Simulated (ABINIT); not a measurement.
A run of ABINIT 10.8.3 (patched build) is set up as follows.

run.abi

```
# Pseudopotentials
pp_dirpath "./"
pseudos "Se.upf, Zn.upf"

# Structure
acell 3*1.0
rprim
     0.0000000000     5.3551058920     5.3551058920
     5.3551058920     0.0000000000     5.3551058920
     5.3551058920     5.3551058920     0.0000000000
ntypat 2
znucl 34 30
natom 2
typat 1 2
xred
     0.7500000000     0.7500000000     0.7500000000
     0.0000000000     0.0000000000     0.0000000000

# Plane-wave basis
ecut 39.0

# k points
kptopt 1
ngkpt 6 6 6
nshiftk 1
shiftk 0.0 0.0 0.0

# Exchange and correlation
ixc 7

# Bands and occupations
nband 22
occopt 3
tsmear 0.05 eV

# SCF cycle
nstep 100
tolvrs 1.0e-10

# Output
iomode 3
prtwf 0
prtden 0
prteig 0
prtebands 0
enunit 1
prtvol 2
```

Potentials or basis: PseudoDojo NC SR LDA v0.4.1 standard.

Run with:

```console
$ abinit run.abi > log 2>&1
```

Problem. What does it give for the pressure?

Solution. -3.9 GPa.

Problem. What does it give for the band gap on the k mesh?

Solution. 1.03 eV, direct.

**Experimental background.**

“Alloy Disordering Effects on the Thermal Conductivity and Energy Gap Temperature Dependence of Cd1−xZnxSe Ternary Crystals Grown by the Bridgman Method”, 2023, pmc:10253836 reports, for a bulk crystal of ZnSe at 300 K: band gap 2.695 ± 0.003 eV (an exciton energy, a little under the gap).

Measured gap of ZnSe: 2.695 eV (an exciton energy, a little under the gap; 300 K; “Alloy Disordering Effects on the Thermal Conductivity and Energy Gap Temperature Dependence of Cd1−xZnxSe Ternary Crystals Grown by the Bridgman Method”, 2023, pmc:10253836). This calculation gives 1.03 eV (-1.67 eV). So large a miss can be the level of theory's own, or it may mean another phase, state or a wrong row. Spin-orbit coupling on Se is left out. The value is that of LDA, without temperature or zero-point motion. Semilocal functionals fall short of measured gaps as a rule.
